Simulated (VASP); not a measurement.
# CdTe (F-43m) in VASP: further runs

Aim: see how the results for CdTe move with the level of theory and the settings. Levels: PBE, BLYP, r2SCAN+D3(BJ). Tasks: single point.

Program: VASP 6.6.1. These are calculated values, not measurements. Logs are shortened: lines on timing, memory, paths and dates and some standing lists are left out, and cuts for length are marked.

**Measured values to compare with.**

A printed reference work, data compilation reports, for a bulk crystal of CdTe at 0 K: band gap 1.607 eV.

How close the calculation comes is told below.

## (1) Starting point

Symmetry: F-43m, No. 216, cubic system. The conventional cell has a = 6.410 Å, b = 6.410 Å, c = 6.410 Å, α = 90.00°, β = 90.00°, γ = 90.00°. Te (site symmetry -43m) is surrounded by 4 Cd at 2.78 Å. Cd (site symmetry -43m) has 4 Te at 2.78 Å as nearest neighbours.

## (2) Single point, PBE

INCAR reads:

```
SYSTEM = CdTe
PREC = Accurate
ENCUT = 520
EDIFF = 1E-6
ISMEAR = -1
SIGMA = 0.02
LREAL = .FALSE.
LASPH = .TRUE.
NELM = 80
ALGO = Normal
ISIF = 2
LWAVE = .FALSE.
LCHARG = .FALSE.
GGA = PE
NBANDS = 16
```

KPOINTS reads:

```
regular mesh
0
G
  3 3 3
  0 0 0
```

POSCAR reads:

```
CdTe
1.0
    0.0000000000      3.2050000000      3.2050000000
    3.2050000000      0.0000000000      3.2050000000
    3.2050000000      3.2050000000      0.0000000000
Te Cd
1 1
Direct
    0.7500000000      0.7500000000      0.7500000000
    0.0000000000      0.0000000000      0.0000000000
```

Potentials or basis: VASP PAW PBE potentials, release 64 (Te, Cd).

On the command line:

```bash
> cat potpaw_PBE.64/Te/POTCAR potpaw_PBE.64/Cd/POTCAR > POTCAR
> mpirun -np 1 vasp_std > vasp.out
```

OUTCAR:

```text
SYSTEM = CdTe
   PREC = Accurate
   ENCUT = 520
   EDIFF = 1E-6
   ISMEAR = -1
   LREAL = .FALSE.
   LASPH = .TRUE.
   NELM = 80
   ISIF = 2
   GGA = PE

 ion  position               nearest neighbor table
   1  0.750  0.750  0.750-   2 2.78   2 2.78   2 2.78   2 2.78
   2  0.000  0.000  0.000-   1 2.78   1 2.78   1 2.78   1 2.78

  LATTYP: Found a face centered cubic cell.
 ALAT       =     6.4100000000

  Lattice vectors:

 A1 = (   0.0000000000,   3.2050000000,   3.2050000000)
 A2 = (   3.2050000000,   0.0000000000,   3.2050000000)
 A3 = (   3.2050000000,   3.2050000000,   0.0000000000)

Analysis of symmetry for initial positions (statically):
=====================================================================
 Subroutine PRICEL returns:
 Original cell was already a primitive cell.

 Routine SETGRP: Setting up the symmetry group for a
 face centered cubic supercell.

 Subroutine GETGRP returns: Found 24 space group operations
 (whereof 24 operations were pure point group operations)
 out of a pool of 48 trial point group operations.

The static configuration has the point symmetry T_d .

Analysis of symmetry for dynamics (positions and initial velocities):
=====================================================================
 Subroutine PRICEL returns:
 Original cell was already a primitive cell.

 Routine SETGRP: Setting up the symmetry group for a
 face centered cubic supercell.

 Subroutine GETGRP returns: Found 24 space group operations
 (whereof 24 operations were pure point group operations)
 out of a pool of 48 trial point group operations.

The dynamic configuration has the point symmetry T_d .

 Subroutine INISYM returns: Found 24 space group operations
 (whereof 24 operations are pure point group operations),
 and found     1 'primitive' translations

----------------------------------------------------------------------------------------

                                     Primitive cell

  volume of cell :      65.8437

  direct lattice vectors                    reciprocal lattice vectors
     0.000000000  3.205000000  3.205000000    -0.156006240  0.156006240  0.156006240
     3.205000000  0.000000000  3.205000000     0.156006240 -0.156006240  0.156006240
     3.205000000  3.205000000  0.000000000     0.156006240  0.156006240 -0.156006240

  length of vectors
     4.532554467  4.532554467  4.532554467     0.270210734  0.270210734  0.270210734

  position of ions in fractional coordinates (direct lattice)
     0.750000000  0.750000000  0.750000000
     0.000000000  0.000000000  0.000000000

  ion indices of the primitive-cell ions
   primitive index   ion index
                 1           1
                 2           2

----------------------------------------------------------------------------------------

 KPOINTS: regular mesh

Automatic generation of k-mesh.
 Grid dimensions read from file:
 generate k-points for:    3    3    3

 Generating k-lattice:

  Cartesian coordinates                     Fractional coordinates (reciprocal lattice)
    -0.052002080  0.052002080  0.052002080     0.333333333  0.000000000  0.000000000
     0.052002080 -0.052002080  0.052002080     0.000000000  0.333333333  0.000000000
     0.052002080  0.052002080 -0.052002080     0.000000000  0.000000000  0.333333333

  Length of vectors
     0.090070245  0.090070245  0.090070245

  Shift w.r.t. Gamma in fractional coordinates (k-lattice)
     0.000000000  0.000000000  0.000000000

 Subroutine IBZKPT returns following result:
 ===========================================

 Found      4 irreducible k-points:

 Following reciprocal coordinates:
            Coordinates               Weight
  0.000000  0.000000  0.000000      1.000000
  0.333333  0.000000  0.000000      8.000000
  0.333333  0.333333  0.000000      6.000000
 -0.333333  0.333333  0.000000     12.000000
   k-points           NKPTS =      4   k-points in BZ     NKDIM =      4   number of bands    NBANDS=     16
   number of dos      NEDOS =    301   number of ions     NIONS =      2
   total plane-waves  NPLWV =  46656
   dimension x,y,z NGX =    36 NGY =   36 NGZ =   36
   dimension x,y,z NGXF=    72 NGYF=   72 NGZF=   72
   ions per type =               1   1
   NGX,Y,Z   is equivalent  to a cutoff of  13.20, 13.20, 13.20 a.u.
   NGXF,Y,Z  is equivalent  to a cutoff of  26.41, 26.41, 26.41 a.u.
 SYSTEM =  CdTe
   PREC   = accura    normal or accurate (medium, high low for compatibility)
   ISTART =      0    job   : 0-new  1-cont  2-samecut
   ICHARG =      2    charge: 1-file 2-atom 10-const
   ISPIN  =      1    spin polarized calculation?
   LNONCOLLINEAR =      F non collinear calculations
   LSORBIT =      F    spin-orbit coupling
   LASPH  =      T    aspherical Exc in radial PAW
   ENCUT  =  520.0 eV  38.22 Ry    6.18 a.u.   8.43  8.43  8.43*2*pi/ulx,y,z
   NELM   =     80;   NELMIN=  2; NELMDL= -5     # of ELM steps
   EDIFF  = 0.1E-05   stopping-criterion for ELM
   LREAL  =      F    real-space projection
   EDIFFG = 0.1E-04   stopping-criterion for IOM
   NSW    =      0    number of steps for IOM
   IBRION =     -1    ionic relax: 0-MD 1-quasi-New 2-CG
   NFREE  =      0    steps in history (QN), initial steepest desc. (CG)
   ISIF   =      2    stress and relaxation
   ISYM   =      2    0-nonsym 1-usesym 2-fastsym
   POTIM  = 0.5000    time-step for ionic-motion
   TEBEG  =    0.0;   TEEND  =   0.0 temperature during run
   PSTRESS=    0.0 pullay stress
   NELECT =      18.0000    total number of electrons
   NUPDOWN=      -1.0000    fix difference up-down
   EMIN   =  10.00;   EMAX   =-10.00  energy-range for DOS
   EFERMI =   0.00;   METHOD = LEGACY
   ISMEAR =    -1;   SIGMA  =   0.02  broadening in eV -4-tet -1-fermi 0-gaus
   EFERMI_NEDOS =   21; number of points for ismear=-14 and -15
   IALGO  =     38    algorithm
   IMIX   =      4    mixing-type and parameters
     AMIX     =   0.40;   BMIX     =  1.00
     AMIX_MAG =   1.60;   BMIX_MAG =  1.00
  volume/ion in A,a.u.               =      32.92       222.17
  Fermi-wavevector in a.u.,A,eV,Ry     =   1.062497  2.007828 15.359610  1.128899
  Thomas-Fermi vector in A             =   2.197950
   LORBIT       =      0    0 simple, 1 ext, 2 COOP (PROOUT), +10 PAW based schemes
   GGA     = PE    functional components
   LHFCALC =     F    Hartree Fock is set to
   AEXX    =    0.0000 exact exchange contribution
   IVDW    =     0    specifies the selected vdW correction
   LEPSILON=     F    determine dielectric tensor
   LRPA    =     F    only Hartree local field effects (RPA)
 non-spin polarized calculation
  energy-cutoff  :      520.00
  volume of cell :       65.84
 maximum number of plane-waves:      1807
 NGX is ok and might be reduce to    36
   NGX = 17   NGY = 17   NGZ = 17

 number of electron      17.9999995 magnetization

 Free energy of the ion-electron system (eV)
  ---------------------------------------------------
  ext. energy  EPLUGINS =         0.00000000
  ---------------------------------------------------
  free energy    TOTEN  =        -4.46393774 eV

  energy without entropy =       -4.46393774  energy(sigma->0) =       -4.46393774

 E-fermi :   3.1678     XC(G=0):  -8.6864

 val. band max:        2.7369753621   @ k =   0.0000   0.0000   0.0000
 cond. band min:       3.5767488870   @ k =   0.0000   0.0000   0.0000
 fundamental gap:      0.8397735249
 Fermi energy:         3.1678407032

 k-point     1 :       0.0000    0.0000    0.0000
  band No.  band energies     occupation
      1      -8.6169      2.00000
      2      -5.7608      2.00000
      3      -5.7608      2.00000
      4      -5.7608      2.00000
      5      -5.4827      2.00000
      6      -5.4827      2.00000
[... 8 lines left out ...]
     15      12.1077      0.00000
     16      12.1077      0.00000

 k-point     2 :       0.3333    0.0000    0.0000
  band No.  band energies     occupation
      1      -8.2948      2.00000
      2      -5.7060      2.00000
      3      -5.7060      2.00000
      4      -5.4795      2.00000
      5      -5.4795      2.00000
      6      -5.3691      2.00000
[... 8 lines left out ...]
     15      11.6190      0.00000
     16      11.6190      0.00000

 k-point     3 :       0.3333    0.3333    0.0000
  band No.  band energies     occupation
      1      -8.1937      2.00000
      2      -5.6311      2.00000
      3      -5.6311      2.00000
      4      -5.5844      2.00000
      5      -5.4577      2.00000
      6      -5.2686      2.00000
[... 8 lines left out ...]
     15      13.0121      0.00000
     16      14.8845      0.00000

 k-point     4 :      -0.3333    0.3333    0.0000
  band No.  band energies     occupation
      1      -8.0960      2.00000
      2      -5.6527      2.00000
      3      -5.6291      2.00000
      4      -5.5124      2.00000
      5      -5.4777      2.00000
      6      -4.9150      2.00000
[... 8 lines left out ...]
     15      11.7498      0.00000
     16      15.0353      0.00000

------------------------ aborting loop because EDIFF is reached ----------------------------------------

  FORCE on cell =-STRESS in cart. coord.  units (eV):
  Direction    XX          YY          ZZ          XY          YZ          ZX
  --------------------------------------------------------------------------------------
  -------------------------------------------------------------------------------------
  Total        2.1915530      2.1915530      2.1915530      0.0000000     -0.0000000      0.0000000
  in kB       53.3271611     53.3271611     53.3271611      0.0000000     -0.0000000      0.0000000
  external PRESSURE =      53.3271611 kB  Pullay stress =       0.0000000 kB

 VOLUME and BASIS-vectors are now :
 -----------------------------------------------------------------------------
  energy-cutoff  :      520.00
  volume of cell :       65.84
      direct lattice vectors                 reciprocal lattice vectors
     0.000000000  3.205000000  3.205000000    -0.156006240  0.156006240  0.156006240
     3.205000000  0.000000000  3.205000000     0.156006240 -0.156006240  0.156006240
     3.205000000  3.205000000  0.000000000     0.156006240  0.156006240 -0.156006240

 POSITION                                       TOTAL-FORCE (eV/Angst)
 -----------------------------------------------------------------------------------
      4.80750      4.80750      4.80750         0.000000     -0.000000     -0.000000
      0.00000      0.00000      0.00000        -0.000000      0.000000      0.000000
 -----------------------------------------------------------------------------------
    total drift:                                0.000000      0.000000      0.000000

  FREE ENERGIE OF THE ION-ELECTRON SYSTEM (eV)
  ---------------------------------------------------
  free  energy   TOTEN  =        -4.4639377368 eV

  energy  without entropy=       -4.4639377367  energy(sigma->0) =       -4.46393774
```

Wall time 14 s (1 thread of Intel Xeon Platinum 8259CL at 2.50GHz (Skylake/Cascade Lake), shared host); peak memory 0.2 GiB.

Results:

| Property | Result |
| --- | --- |
| Free energy | -4.4639 eV |
| Pressure | 5.3 GPa |
| Band gap on the k mesh | 0.84 eV, direct |

Levels at points of the mesh, in eV from the valence-band top:
```
           k point  band 6  band 7  band 8  band 9  band 10  band 11  band 12  band 13
(0.00, 0.00, 0.00)   -8.22    0.00    0.00    0.00     0.84     4.52     4.52     4.52
```

Caveat: the k mesh is coarse (spacing up to 0.57 Å⁻¹), so the values aren't converged; spin-orbit coupling is left out, which moves the levels of the heavy elements.

## (3) Single point, PBE

INCAR reads:

```
SYSTEM = CdTe
PREC = Accurate
ENCUT = 520
EDIFF = 1E-6
ISMEAR = -1
SIGMA = 0.05
LREAL = .False.
LASPH = .True.
NELM = 80
ALGO = Normal
ISIF = 2
LWAVE = .False.
LCHARG = .False.
GGA = PE
NBANDS = 16
```

KPOINTS reads:

```
Automatic mesh
0
Gamma
  7 7 7
  0 0 0
```

POSCAR is that of step 2.

Potentials or basis: VASP PAW PBE potentials, release 64 (Te, Cd).

On the command line:

```bash
> cat potpaw_PBE.64/Te/POTCAR potpaw_PBE.64/Cd/POTCAR > POTCAR
> mpirun -np 1 vasp_std > vasp.out
```

OUTCAR:

```text
SYSTEM = CdTe
   PREC = Accurate
   ENCUT = 520
   EDIFF = 1E-6
   ISMEAR = -1
   LREAL = .False.
   LASPH = .True.
   NELM = 80
   ISIF = 2
   GGA = PE

 ion  position               nearest neighbor table
   1  0.750  0.750  0.750-   2 2.78   2 2.78   2 2.78   2 2.78
   2  0.000  0.000  0.000-   1 2.78   1 2.78   1 2.78   1 2.78

  LATTYP: Found a face centered cubic cell.
 ALAT       =     6.4100000000

  Lattice vectors:

[... 560 lines left out ...]

------------------------ aborting loop because EDIFF is reached ----------------------------------------

  FORCE on cell =-STRESS in cart. coord.  units (eV):
  Direction    XX          YY          ZZ          XY          YZ          ZX
  --------------------------------------------------------------------------------------
  -------------------------------------------------------------------------------------
  Total        1.8078926      1.8078926      1.8078926      0.0000000      0.0000000      0.0000000
  in kB       43.9915342     43.9915342     43.9915342      0.0000000      0.0000000      0.0000000
  external PRESSURE =      43.9915342 kB  Pullay stress =       0.0000000 kB

 VOLUME and BASIS-vectors are now :
 -----------------------------------------------------------------------------
  energy-cutoff  :      520.00
  volume of cell :       65.84
      direct lattice vectors                 reciprocal lattice vectors
     0.000000000  3.205000000  3.205000000    -0.156006240  0.156006240  0.156006240
     3.205000000  0.000000000  3.205000000     0.156006240 -0.156006240  0.156006240
     3.205000000  3.205000000  0.000000000     0.156006240  0.156006240 -0.156006240

 POSITION                                       TOTAL-FORCE (eV/Angst)
 -----------------------------------------------------------------------------------
      4.80750      4.80750      4.80750         0.000000     -0.000000      0.000000
      0.00000      0.00000      0.00000        -0.000000      0.000000     -0.000000
 -----------------------------------------------------------------------------------
    total drift:                                0.000000      0.000000      0.000000

  FREE ENERGIE OF THE ION-ELECTRON SYSTEM (eV)
  ---------------------------------------------------
  free  energy   TOTEN  =        -4.7252518849 eV

  energy  without entropy=       -4.7252501422  energy(sigma->0) =       -4.72525101
```

Run time: 11 s. Hardware: 1 thread of AMD EPYC 9R45 (Zen 5), shared host; peak memory 0.18 GiB.

What came out:

| Item | Value |
| --- | --- |
| Free energy | -4.7253 eV |
| Pressure | 4.4 GPa |
| Band gap on the k mesh | 0.87 eV, direct |

Levels at points of the mesh, in eV from the valence-band top:
```csv
k point,band 6,band 7,band 8,band 9,band 10,band 11,band 12,band 13
"(0.00, 0.00, 0.00)",-8.12,0.00,0.00,0.00,0.87,4.58,4.58,4.58
```

Caveat: spin-orbit coupling is left out, which moves the levels of the heavy elements.

## (4) Single point, BLYP

This run uses another cell than the first one, of 32.26 Å³/atom, 0.980 times its volume.

INCAR reads:

```
SYSTEM = CdTe
AGGAC = 1.0
AGGAX = 1.0
ALDAC = 0.0
ALDAX = 1.0
ALGO = Normal
EDIFF = 1E-7
ENCUT = 520
GGA = B5
ISIF = 2
ISMEAR = -1
LASPH = .True.
LCHARG = .True.
LELF = .True.
LREAL = .False.
LVHAR = .True.
LWAVE = .False.
NBANDS = 16
NELM = 60
PREC = Accurate
SIGMA = 0.05
```

KPOINTS reads:

```
k-points
0
Gamma
  7 7 7
  0 0 0
```

POSCAR reads:

```
CdTe
1.0
    0.0000000000      3.1834892848      3.1834892848
    3.1834892848      0.0000000000      3.1834892848
    3.1834892848      3.1834892848      0.0000000000
Te Cd
1 1
Direct
    0.7500000000      0.7500000000      0.7500000000
    0.0000000000      0.0000000000      0.0000000000
```

On the command line:

```bash
> cat potpaw_PBE.64/Te/POTCAR potpaw_PBE.64/Cd/POTCAR > POTCAR
> mpirun -np 1 vasp_std > vasp.out
```

Wall time 25 s (1 thread of AMD EPYC 9R45 (Zen 5), shared host); peak memory 0.18 GiB.

It converged, with:

- Free energy: -3.5338 eV
- Pressure: 8.5 GPa
- Band gap on the k mesh: 0.89 eV, direct

Levels at points of the mesh, in eV from the valence-band top:
```tsv
k point	band 6	band 7	band 8	band 9	band 10	band 11	band 12	band 13
(0.00, 0.00, 0.00)	-8.25	0.00	0.00	0.00	0.89	4.58	4.58	4.58
```

Caveat: the PAW data sets were made with another functional, which shifts forces and pressure a little; spin-orbit coupling is left out, which moves the levels of the heavy elements.

## (5) Single point, r2SCAN+D3(BJ)

This run uses another cell than the first one, of 34.90 Å³/atom, 1.060 times its volume.

POSCAR reads:

```
CdTe
1.0
    0.0000000000      3.2678590959      3.2678590959
    3.2678590959      0.0000000000      3.2678590959
    3.2678590959      3.2678590959      0.0000000000
Te Cd
1 1
Direct
    0.7500000000      0.7500000000      0.7500000000
    0.0000000000      0.0000000000      0.0000000000
```

INCAR.step1 reads:

```
SYSTEM = CdTe
PREC = Accurate
ENCUT = 520
ISMEAR = -1
SIGMA = 0.05
LREAL = .FALSE.
LASPH = .TRUE.
NELM = 100
NBANDS = 16
GGA = PE
ALGO = Normal
EDIFF = 1E-4
LWAVE = .TRUE.
LCHARG = .FALSE.
```

INCAR.step2 reads:

```
SYSTEM = CdTe
PREC = Accurate
ENCUT = 520
EDIFF = 1E-6
ISMEAR = -1
SIGMA = 0.05
LREAL = .FALSE.
LASPH = .TRUE.
NELM = 100
ALGO = Normal
ISIF = 2
LWAVE = .FALSE.
LCHARG = .FALSE.
METAGGA = R2SCAN
LMIXTAU = .TRUE.
IVDW = 12
VDW_S6 = 1.0
VDW_S8 = 0.78981345
VDW_A1 = 0.49484001
VDW_A2 = 5.73083694
NBANDS = 16
ISTART = 1
```

KPOINTS reads:

```
regular mesh
0
G
  7 7 7
  0 0 0
```

On the command line:

```bash
> cat potpaw_PBE.64/Te/POTCAR potpaw_PBE.64/Cd/POTCAR > POTCAR
> cp INCAR.step1 INCAR
> mpirun -np 1 vasp_std > vasp.out
> cp INCAR.step2 INCAR
> mpirun -np 1 vasp_std > vasp.out
```

It took 46 s on 1 thread of AMD EPYC 9R45 (Zen 5), shared host; peak memory 0.2 GiB.

Results (log left out):

| Property | Result |
| --- | --- |
| Free energy | -46.9680 eV |
| Pressure | -0.2 GPa |
| Band gap on the k mesh | 1.19 eV, direct |
| Dispersion energy per atom | -0.163 eV |

Levels at points of the mesh, in eV from the valence-band top:
| k point | band 5 | band 6 | band 7 | band 8 | band 9 | band 10 | band 11 | band 12 | band 13 | band 14 |
| --- | --- | --- | --- | --- | --- | --- | --- | --- | --- | --- |
| (0.00, 0.00, 0.00) | -8.21 | -8.21 | 0.00 | 0.00 | 0.00 | 1.19 | 5.05 | 5.05 | 5.05 | 7.89 |

Caveat: the PAW data sets were made with another functional, which shifts forces and pressure a little; spin-orbit coupling is left out, which moves the levels of the heavy elements.

## (6) Overview

```csv
level,cell,k mesh,smearing,mesh quality,gap on the mesh (eV),pressure (GPa)
PBE,"F-43m, 32.92 Å³/atom",3 × 3 × 3,fermi-dirac 0.02 eV,coarse,0.84,5.3
PBE,"F-43m, 32.92 Å³/atom",7 × 7 × 7,fermi-dirac 0.05 eV,not flagged,0.87,4.4
BLYP,"F-43m, 32.26 Å³/atom",7 × 7 × 7,fermi-dirac 0.05 eV,not flagged,0.89,8.5
r2SCAN+D3(BJ),"F-43m, 34.9 Å³/atom",7 × 7 × 7,fermi-dirac 0.05 eV,not flagged,1.19,-0.2
```

Alike in all rows: task single point; potentials or basis VASP PAW PBE potentials, release 64 (Te, Cd); no spin polarisation; cutoff (eV) 520.

Caveats: some runs use coarse meshes; spin-orbit coupling is left out, which moves the levels of the heavy elements; the PAW data sets were made with another functional, which shifts forces and pressure a little (some runs).

Absolute energies hang on the potentials; compare differences alone.

## (7) How close it comes

Step 3. Against the measured gap of CdTe, 1.607 eV (0 K; a printed reference work, data compilation), the calculated 0.87 eV is off by -0.73 eV. Spin-orbit coupling on Cd, Te is left out. The value is that of PBE, without temperature or zero-point motion. Semilocal functionals fall short of measured gaps as a rule.

Step 4. A measured gap of CdTe is 1.607 eV (0 K; a printed reference work, data compilation); the calculated 0.89 eV misses it by -0.72 eV. Spin-orbit coupling on Cd, Te is left out. The value is that of BLYP, without temperature or zero-point motion. Semilocal functionals fall short of measured gaps as a rule.

Step 5. A measured gap of CdTe is 1.607 eV (0 K; a printed reference work, data compilation); the calculated 1.19 eV misses it by -0.42 eV. Spin-orbit coupling on Cd, Te is left out. The value is that of r2SCAN+D3(BJ), without temperature or zero-point motion.
